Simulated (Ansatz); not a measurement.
Crystal: Pt.

```
Pt
1.0
    -1.58422    1.58422    1.58422
     1.58422   -1.58422    1.58422
     1.58422    1.58422   -1.58422
Pt
1
Direct
  0.00000 0.00000 0.00000
```

This isn't the form of Pt at room conditions, which is fcc.

```yaml
Program: Ansatz 0.2.0
Task: relaxation of cell and atoms
Functional: HSE03
Potentials_or_basis: Ansatz PAW
Cutoff: "420 eV (not typed: the program's choice for these potentials)"
k_mesh: 6 × 6 × 6
Occupations: fermi-dirac, width 0.05 eV
Spin: no spin polarisation
```

At the start: volume 15.90 Å³/atom.

Question: How do energy, volume and symmetry change on relaxing?

Answer: It ends after 4 steps and the volume is 15.36 Å³/atom (-3.4 %); space group Im-3m (No. 229, to 0.05 Å).

The path:
```
step  energy change (eV)  largest force (eV/Å)  volume (Å³)
   1              0.0000                0.0000        15.90
   2             -0.0144                0.0000        15.44
   3             -0.0147                0.0000        15.36
   4             -0.0145                0.0000        15.36
```

Final structure:
```
Pt
1.0
    -1.56611    1.56611    1.56611
     1.56611   -1.56611    1.56611
     1.56611    1.56611   -1.56611
Pt
1
Direct
  0.00000 0.00000 0.00000
```

Caveat: the k mesh is coarse (spacing up to 0.47 Å⁻¹), so the values aren't converged, least of all with exact exchange; the plane-wave basis is chosen anew once the cell has moved, so the energies of steps on either side of that aren't comparable; the PAW data sets come from PBE, with cores solved anew for the run's functional, which leaves a small shift of forces and pressure.
